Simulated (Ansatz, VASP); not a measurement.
**Two plane-wave programs on CdTe**

```
Cd Te
1.0
     0.00000    3.30963    3.30963
     3.30963    0.00000    3.30963
     3.30963    3.30963    0.00000
Cd Te
1 1
Direct
  0.00000 0.00000 0.00000
  0.25000 0.25000 0.25000
```

Alike in both runs: functional PBE; k mesh 8 × 8 × 8; occupations gaussian, width 0.02 eV; no spin polarisation.

Ansatz relaxed the structure, and its values are those at the end. VASP's run is a single point on that final structure, the one shown.

```csv
,VASP,Ansatz
version,VASP 6.6.1,Ansatz 0.2.0
potentials or method,"VASP PAW PBE potentials, release 64 (Cd, Te)","scalar-relativistic, plane waves, PAW"
plane-wave cutoff (eV),520,420
valence electrons in the cell,18,36
```

Ansatz gave:

- gap on the k mesh at the Fermi level (eV): 0.58
- least direct gap on the mesh (eV): 0.58
- pressure (GPa): 0.0

Which values does VASP return?

gap on the k mesh at the Fermi level (eV): 0.58; least direct gap on the mesh (eV): 0.58; pressure (GPa): 0.1.

With one functional, cell and mesh, what is left measures potentials, basis and numerics. The two sets of potentials don't hold the same shells in valence.

Caveats: spin-orbit coupling is left out, which moves the levels of the heavy elements. PBE gaps usually lie below the measured ones, often by a third to a half.
